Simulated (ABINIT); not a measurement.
WC:

```
CELL_PARAMETERS angstrom
0.00000 2.19268 2.19268
2.19268 0.00000 2.19268
2.19268 2.19268 0.00000
ATOMIC_POSITIONS crystal
W 0.00000 0.00000 0.00000
C 0.50000 0.50000 0.50000
```

Measurements of this composition are mostly on another form, of space group No. 187.

Base run:

| Quantity | Value |
| --- | --- |
| Program | ABINIT 10.8.3 (patched build) |
| Functional | SCAN |
| Potentials or basis | JTH PAW PBE v2.0 |
| Cutoff | 626 eV |
| k mesh | 10 × 10 × 10 |
| Occupations | fermi-dirac, width 0.05 eV |
| Spin | no spin polarisation |

Its results: band gap on the k mesh none (metal or under the smearing width); pressure -8.1 GPa.

Question: After a change of settings the same cell gave: band gap on the k mesh none (metal or under the smearing width); pressure -0.6 GPa. Which change was it?
A. functional from SCAN to WC
B. functional from SCAN to PW91
C. functional from SCAN to LDA
D. functional from SCAN to r2SCAN

Answer: B.

Caveats: the highest band is partly filled, so the run has too few bands; the PAW data sets were made with another functional, which shifts forces and pressure a little.
